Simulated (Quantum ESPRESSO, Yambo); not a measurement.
# SiC (Moissanite): G0W0 with Yambo, start to end, part 3 of 3

Aim: the G0W0 gap of SiC (Moissanite) on PBE, step by step.

Quantum ESPRESSO 7.5 and Yambo 5.3.0; PBE and many-body steps on it, plane waves. Known limits of the many-body steps: not at the basis limit; coarse k mesh.

So far. Step 3 (Bands along the symmetry lines): The gap is 2.283 eV, as in the run before at this level. Step 4 (Empty states on the mesh, 3×3×4 mesh, 180 bands): On this mesh the gap is 2.283 eV.

### Step 6. Screening and self-energy, 3×3×4 mesh, 180 bands, screening to 210.9 eV

G0W0 replaces the xc potential by the self-energy, built once from these orbitals. Only a window of levels is corrected, while the sums run over the empty bands that the input names.

This step: G0W0 on PBE, plane waves, norm-conserving pseudopotentials.

File gw1.in:

```
HF_and_locXC
gw0
dyson
ppa
em1d
rim_cut
RandQpts= 1000000
RandGvec= 1 RL
EXXRLvcs= 74 Ry
VXCRLvcs= 296 Ry
Chimod= "HARTREE"
% BndsRnXp
 1 | 180 |
%
NGsBlkXp= 15.5 Ry
% LongDrXp
 1 | 1 | 1 |
%
% GbndRnge
 1 | 180 |
%
DysSolver= "n"
ExtendOut
PPAPntXp= 27.21138 eV
% QPkrange
 1 | 10 | 3 | 13 |
%
```

Started as:

```bash
OMP_NUM_THREADS=1 mpirun -n 4 yambo -F gw1.in -J gw1 -C gw1 > gw1.log
```

Output:

```text
 Yambo, version 5.3.0

 [02] CORE Variables Setup
 =========================

  [... cell, symmetries and grids as in the set-up ...]

  [02.05] Energies & Occupations
  ==============================

  [X] === General ===
  [X] Electronic Temperature                        :  0.000000  0.000000 [eV K]
  [X] Bosonic    Temperature                        :  0.000000  0.000000 [eV K]
  [X] Finite Temperature mode                       : no
  [X] El. density                                   :  0.38681E+24 [cm-3]
  [X] Fermi Level                                   :  9.650849 [eV]

  [X] === Gaps and Widths ===
  [X] Conduction Band Min                           :  2.283037 [eV]
  [X] Valence Band Max                              :  0.000000 [eV]
  [X] Filled Bands                                  :   8
  [X] Empty Bands                                   :    9  180
  [X] Direct Gap                                    :  4.286464 [eV]
  [X] Direct Gap localized at k                     :   4
  [X] Indirect Gap                                  :  2.283037 [eV]
  [X] Indirect Gap between kpts                     :   1   7
  [X] Last valence band width                       :  3.832875 [eV]
  [X] 1st conduction band width                     :  3.608972 [eV]

 [03] Transferred momenta grid and indexing
 ==========================================

 IBZ Q-points                                      :  10
 BZ  Q-points                                      :   36

 K/Q-points units:
 rlu = crystal or reduced units; cc = cartesian coordinates; iku = interal k-units

 Q [ 1]         [rlu]:  0.000000  0.000000  0.000000
 Q [ 2]         [rlu]:  0.000000  0.000000  0.250000
 Q [ 3]         [rlu]:  0.000000  0.000000 -0.500000
 Q [ 4]         [rlu]:  0.10530E-16  0.33333       0.0000
 Q [ 5]         [rlu]:  0.10530E-16  0.33333      0.25000
 Q [ 6]         [rlu]:  0.10530E-16  0.33333     -0.50000
 Q [ 7]         [rlu]:  0.333333  0.333333  0.000000
 Q [ 8]         [rlu]:  0.333333  0.333333  0.250000
 Q [ 9]         [rlu]:  0.333333  0.333333 -0.500000
 Q [10]         [rlu]: -0.10530E-16 -0.33333      0.25000

 [04] Coloumb potential Random Integration (RIM)
 ===============================================

  [04.01] RIM initialization
  ==========================

  * Diagonal components only detected *

  8 x (sBL volume)        :  0.197473 [a.u.]
  sBZ random points       :  1000000
  Points outside the sBZ  :   7980387
  RL volume               :  0.888629 [a.u.]
  Integrated volume       :  0.890813 [a.u.]

  [04.02] RIM integrals
  =====================

  Gamma point sphere radius             :  0.105630 [a.u.]
  Points outside the sphere             :   813512
  [Int_sBZ(q=0) 1/q^2]*(Vol_sBZ)^(-1/3) =:  7.220721
                                 should be <:  7.795600

  Summary of Coulomb integrals for non-metallic bands |Q|[au] RIM/Bare

  Q [1] 0.100000E-4 0.926256 * Q [2] 0.164665 0.633513
  Q [3] 0.329330 0.866147 * Q [4] 0.416047 1.148303
  Q [5] 0.447448 1.092121 * Q [10] 0.447448 1.090956
  Q [6] 0.530616 1.026046 * Q [7] 0.720615 1.047175
  Q [8] 0.739189 1.040740 * Q [9] 0.792303 1.027473

 [05] Dipoles
 ============

  [05.01] Setup: observables and procedures
  =========================================

  [WARNING] [x,Vnl] slows the Dipoles computation. To neglect it rename the ns.kb_pp file

 [06] Dynamic Dielectric Matrix (PPA)
 ====================================

 [WR./gw1//ndb.pp]---------------------------------------------------------------
  Brillouin Zone Q/K grids (IBZ/BZ)                :   10   36   10   36
  RL vectors                                       :   3863 [WF]
  Coulomb cutoff potential                         : none
  Electronic Temperature                           :  0.000000 [K]
  Bosonic    Temperature                           :  0.000000 [K]
  PPA    diel. fun.  energies                      : Perdew, Burke & Ernzerhof(X)+Perdew, Burke & Ernzerhof(C)
  wavefunctions                                    : Perdew, Burke & Ernzerhof(X)+Perdew, Burke & Ernzerhof(C)
  Global Gauge                                     : length
  X matrix size                                    :   325
  X band range                                     :    1  180
  X e/h energy range                               : -1.000000 -1.000000 [eV]
  X Time ordering                                  : R
  X Hxc Kernel                                     : HARTREE
  X Drude frequency                                :  0.000000  0.000000
  X poles                                          :  100.0000 [o/o]
  RL vectors in the sum                            :   3863
  [r,Vnl] included                                 : yes
  Field direction                                  :  0.577350E-5  0.577350E-5  0.577350E-5
  BZ energy Double Grid                            : no
  BZ energy DbGd points                            : 0
  BZ Q point size factor                           : -1.000000
  X Optical Averaged directions                    : none

 [07] Local Exchange-Correlation + Non-Local Fock
 ================================================

 [VXC] Plane waves :  23969
 [EXS] Plane waves :  3009

 QP @ state[ 1 ] K range:   1  10
 QP @ state[ 1 ] b range:   3  13

 [xc] Functional : Perdew, Burke & Ernzerhof(X)+Perdew, Burke & Ernzerhof(C)
 [xc] LIBXC used to calculate xc functional
  PP Number of Atomic Species                      :  2
  NLCC RL compoments                               :  23969
  PP Number of Atomic Species                      :  2
  NLCC RL compoments                               :  23969

 [xc] E_xc :  -6.119829 [Ha]
      E_xc :  -12.23966 [Ry]

  Local XC kind (lXC) : Perdew, Burke & Ernzerhof(X)+Perdew, Burke & Ernzerhof(C)
  Non-Local XC kind (nlXC) : Hartree-Fock

  Corrections @ K [1] :  [eV]
 <3|nlXC|3> = -17.85871 -0.77045E-17 <3|lXC|3> = -12.05835 -0.18882E-15
 <4|nlXC|4> = -17.92431 -0.11086E-16 <4|lXC|4> = -14.49081  0.18882E-15
 <5|nlXC|5> = -17.92368  0.35397E-16 <5|lXC|5> = -14.49081  0.000000
 <6|nlXC|6> = -17.31273 -0.78127E-17 <6|lXC|6> = -14.93726  0.18882E-15
 <7|nlXC|7> = -17.88872  0.77572E-17 <7|lXC|7> = -15.06937  0.18882E-15
 <8|nlXC|8> = -17.88813 -0.11634E-16 <8|lXC|8> = -15.06937 -0.37763E-15
 <9|nlXC|9> = -6.641638 -0.12556E-17 <9|lXC|9> = -12.10368  0.18882E-15
 <10|nlXC|10> = -7.141519 -0.47532E-17 <10|lXC|10> = -12.78151  0.000000
 <11|nlXC|11> = -5.610388 -0.35120E-17 <11|lXC|11> = -11.07799  0.23602E-16
 <12|nlXC|12> = -5.612126  0.13578E-17 <12|lXC|12> = -11.07799  0.18882E-15
[...]
Corrections @ K [2] :  [eV]
[...]
Corrections @ K [3] :  [eV]
[...]
Corrections @ K [4] :  [eV]
[...]
Corrections @ K [5] :  [eV]
[...]
[... 4 further k-points ...]
  Corrections @ K [10] :  [eV]
[...]
<9|nlXC|9> = -5.966969  0.28718E-18 <9|lXC|9> = -10.78331 -0.23602E-16
 <10|nlXC|10> = -5.856492 -0.12899E-17 <10|lXC|10> = -10.91679  0.000000
 <11|nlXC|11> = -5.900622  0.19062E-17 <11|lXC|11> = -11.38954 -0.14161E-15
 <12|nlXC|12> = -6.392364  0.12499E-18 <12|lXC|12> = -12.48246  0.18882E-15
 <13|nlXC|13> = -5.514047 -0.13454E-17 <13|lXC|13> = -11.41265  0.47204E-16

  [07.01] Hartree-Fock occupations report
  =======================================

  [Hartree-Fock] === General ===
  [Hartree-Fock] Electronic Temperature             :  0.000000  0.000000 [eV K]
  [Hartree-Fock] Bosonic    Temperature             :  0.000000  0.000000 [eV K]
  [Hartree-Fock] Finite Temperature mode            : no
  [Hartree-Fock] El. density                        :  0.38681E+24 [cm-3]
  [Hartree-Fock] Fermi Level                        :  9.650849 [eV]

  [Hartree-Fock] === Gaps and Widths ===
  [Hartree-Fock] Conduction Band Min                :  6.646614 [eV]
  [Hartree-Fock] Valence Band Max                   : -2.818759 [eV]
  [Hartree-Fock] Filled Bands                       :   8
  [Hartree-Fock] Empty Bands                        :    9  180
  [Hartree-Fock] Direct Gap                         :  12.33324 [eV]
  [Hartree-Fock] Direct Gap localized at k          :   4
  [Hartree-Fock] Indirect Gap                       :  9.465372 [eV]
  [Hartree-Fock] Indirect Gap between kpts          :   1   7
  [Hartree-Fock] Last valence band width            :  4.843877 [eV]
  [Hartree-Fock] 1st conduction band width          :  4.892295 [eV]

 [08] Dyson equation: Newton solver
 ==================================

  [08.01] G0W0 (W PPA)
  ====================

  [  GW  ] Bands range     :    1  180
  [GW/PPA] G damping       :  0.100000 [eV]

  QP @ state[ 1 ] K range:   1  10
  QP @ state[ 1 ] b range:   3  13

   Sc/G bands                                       :    1  180
   Sc/G damping                                     :  0.100000 ev
   Sc bands terminator                              : no
   Sx RL components                                 :  3009

   QP @ state[ 1 ] K range                          :   1  10
   QP @ state[ 1 ] b range                          :   3  13
   GF energies kind                                 : Perdew, Burke & Ernzerhof(X)+Perdew, Burke & Ernzerhof(C)
   GF WF`s kind                                     : Perdew, Burke & Ernzerhof(X)+Perdew, Burke & Ernzerhof(C)
   Xs energies kind                                 : Perdew, Burke & Ernzerhof(X)+Perdew, Burke & Ernzerhof(C)
   Xs WF`s kind                                     : Perdew, Burke & Ernzerhof(X)+Perdew, Burke & Ernzerhof(C)

 [11] Game Over & Game summary
```

It took 12 min on 4 MPI ranks of Arm Neoverse V1, shared host; peak memory 1.6 GiB; 48 min of CPU time.

This step gave:

```yaml
g0w0_gap_on_the_mesh: 2.999 eV
starting_gap_on_the_mesh: 2.283 eV
k_of_the_valence_top: 0, 0, 0
k_of_the_conduction_bottom: 0.3333, 0.3333, 0
least_direct_g0w0_gap_on_the_computed_points: 5.225 eV
z_at_the_valence_top: 0.7952
z_at_the_conduction_bottom: 0.8274
```

The gap on the mesh goes from 2.28 eV to 3.00 eV, a correction of +0.72 eV.

Limits: finite bands, cutoff and mesh; coarse k mesh. v1 is the top filled band, c1 the lowest empty one. Levels before and after the correction, in eV, zero at the valence-band top of each column:

|  | conduction bottom | valence top |
| --- | --- | --- |
| Kohn-Sham | 2.28 | 0.00 |
| G0W0 | 3.00 | 0.00 |

|  | level | energy (eV) |
| --- | --- | --- |
| Kohn-Sham | Γ v3 | -0.109 |
| Kohn-Sham | Γ v2-v1 | 0.000 |
| Kohn-Sham | Γ c1 | 4.799 |
| Kohn-Sham | Γ c2 | 6.202 |
| Kohn-Sham | Γ c3 | 6.669 |
| Kohn-Sham | (0.333 0.333 0) v3-v2 | -4.045 |
| Kohn-Sham | (0.333 0.333 0) v1 | -3.833 |
| Kohn-Sham | (0.333 0.333 0) c1 | 2.283 |
| Kohn-Sham | (0.333 0.333 0) c2 | 8.174 |
| Kohn-Sham | (0.333 0.333 0) c3 | 8.857 |
| G0W0 | Γ v3 | -0.050 |
| G0W0 | Γ v2-v1 | 0.000 |
| G0W0 | Γ c1 | 5.744 |
| G0W0 | Γ c2 | 7.084 |
| G0W0 | Γ c3 | 7.531 |
| G0W0 | (0.333 0.333 0) v3-v2 | -4.353 |
| G0W0 | (0.333 0.333 0) v1 | -4.156 |
| G0W0 | (0.333 0.333 0) c1 | 2.999 |
| G0W0 | (0.333 0.333 0) c2 | 9.275 |
| G0W0 | (0.333 0.333 0) c3 | 10.034 |

### Step 7. Where the time went

Times are wall times on the hardware named with each run, good to a factor of about two.

| step | time | share | memory (GiB) |
| --- | --- | --- | --- |
| ground state | 4.4 s | 1 % | 0.23 |
| bands along the symmetry lines | 4.6 s | 1 % | 0.21 |
| empty states on the mesh | 14 s | 2 % | 0.38 |
| conversion and set-up | 2 s | 0 % | 0.23 |
| screening and self-energy | 12 min | 97 % | 1.6 |

### Step 8. What came out

| Item | Value |
| --- | --- |
| PBE gap | 2.28 eV, indirect |
| G0W0 gap on the mesh | 3.00 eV |
| GW settings | 3×3×4 mesh, 180 bands, screening to 210.9 eV, Godby-Needs plasmon pole |
| known limits | not at the basis limit; coarse k mesh |

**Reading.** G0W0 moves the gap on the mesh from 2.28 eV to 3.00 eV (+0.72 eV), with Z of 0.80 and 0.83 at the edges. The dearest step here is «screening and self-energy». Against experiment, by G0W0@PBE: the gap of 3.00 eV lies −0.33 eV from the measured 3.33 eV (kind not stated, quoted 2020). The calculation has static nuclei and no excitons; a measured gap holds zero-point and thermal motion, which mostly lowers it. Bands and cutoff are finite, so the gap is not at the basis limit. The miss can reach some tenths of an eV and take either sign; the mesh is an error of its own. The 3×3×4 mesh is coarse for this cell, which bears on the long-range parts of exchange and screening.

[Paths, hosts, dates, memory and timing lines, banners, echoed tables and standing remarks are left out of the program output.]

[Logs are printed without paths, hosts, clocks, repeated set-up lines and the standing remarks that a program may print on its own settings, such as how far it seeks lower states.]

[Runs of the session that timed out or met a known fault of the program may be left out.]

[Hosts, paths, dates, database ids (printed as entryN), source tags and the programs' standing remarks are cut or masked in the printed files.]
